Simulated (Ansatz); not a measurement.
AlN: random displacements

Theory: DFT LDA, scalar-relativistic, plane waves, PAW (Ansatz). Cutoff 420 eV, Γ-centred 12×12×6 k-points, Fermi–Dirac smearing of 0.2 eV. No spin polarisation. Energies are free energies at this smearing, counted from the undisturbed cell; pressure is positive in compression.

Zero of the scan (as given, not relaxed at this level; this form isn't the usual structure):

```
Al N
1.0
     3.31212    0.00000    0.00000
    -1.65606    2.86838    0.00000
     0.00000    0.00000    4.18756
Al N
2 2
Direct
  0.33333 0.66667 0.75000
  0.66667 0.33333 0.25000
  0.33333 0.66667 0.25000
  0.66667 0.33333 0.75000
```

The atoms are displaced (Å, in the unstrained cell):

| atom | ux | uy | uz |
| --- | --- | --- | --- |
| Al1 | 0.027 | 0.010 | 0.003 |
| Al2 | -0.016 | 0.024 | -0.012 |
| N3 | -0.011 | -0.046 | -0.029 |
| N4 | 0.000 | 0.012 | 0.037 |

The cell is not strained.

(1) What are the energy change, the stress and the forces?

## Answers

(1) ΔE = 16.3 meV/atom; stress (xx, yy, zz, yz, xz, xy; compression positive) (-4.64, -11.22, -8.20, 0.06, 0.08, -1.17) GPa; gap on the mesh 3.28 eV.
| atom | Fx (eV/Å) | Fy | Fz |
| --- | --- | --- | --- |
| Al1 | -0.48 | -0.06 | 0.01 |
| Al2 | 0.17 | -0.79 | 0.01 |
| N3 | 0.05 | 0.99 | 0.66 |
| N4 | 0.26 | -0.14 | -0.69 |

Cost: 1 run of about 0.36 core-minutes, on Intel Xeon Processor @ 2.70GHz (shared hosts).